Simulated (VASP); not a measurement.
Wanted: the native input for a VASP 6.6.1 run.

| Property | Result |
| --- | --- |
| Task | relaxation of cell and atoms |
| Functional | PBEsol |
| Dispersion | D4 |
| Potentials or basis | VASP PAW PBE potentials, release 64 (B, P) |
| Cutoff | 600 eV |
| k mesh | 12 × 12 × 1 |
| Occupations | gaussian, width 0.03 eV |
| Spin | no spin polarisation |
| Dipole correction | no |
| Further INCAR settings | ALGO = Normal; EDIFF = 1e-06; IBRION = 2; EDIFFG = -0.005; NSW = 40; ISIF = 3 |

The structure of BP lies in POSCAR:

```
BP
1.0
    3.2000000000      0.0000000000      0.0000000000
   -1.6000000000      2.7712812900      0.0000000000
    0.0000000000      0.0000000000     16.0000000000
B P
1 1
Direct
    0.3333330000      0.6666670000      0.5000000000
    0.6666670000      0.3333330000      0.5000000000
```

The cell was built by a generator and needn't be a form met in nature.

One way to write it, as run:

INCAR

```
  PREC = Accurate
  ENCUT = 600
  EDIFF = 1E-6
  ISMEAR = 0
  SIGMA = 0.03
  LREAL = False
  LASPH = True
  NELM = 120
  ALGO = Normal
  ISIF = 3
  LWAVE = False
  LCHARG = False
  GGA = PS
  IVDW = 13
  IBRION = 2
  NSW = 40
  EDIFFG = -0.005
  LATTICE_CONSTRAINTS = .TRUE. .TRUE. .FALSE.
  KPAR = 2
```

KPOINTS

```
Automatic mesh
0
Gamma
  12 12 1
```

Potentials or basis: VASP PAW PBE potentials, release 64 (B, P).

Launch:

```console
$ cat potpaw_PBE.64/B/POTCAR potpaw_PBE.64/P/POTCAR > POTCAR
$ mpirun -np 2 vasp_std > vasp.out
```

It gave:

| Property | Result |
| --- | --- |
| Relaxed volume | 70.77 Å³/atom |
| Relaxed cell | a = 3.196 Å, b = 3.196 Å, c = 16.000 Å, α = 90.00°, β = 90.00°, γ = 120.00° |
| Space group after relaxing (to 0.05 Å) | P-6m2 (No. 187) |
| Energy gained by relaxing | 0.1 meV/atom |
| Ionic steps | 3 |
| Band gap on the k mesh | 0.87 eV, direct |
| Dispersion energy per atom | -0.070 eV |

Caveat: the PAW data sets were made with another functional, which shifts forces and pressure a little.

Wall time 34 s on 2 MPI ranks on Intel(R) Xeon(R) 6975P-C (Granite Rapids), with other jobs on the host, peak memory 0.3 GiB a rank.
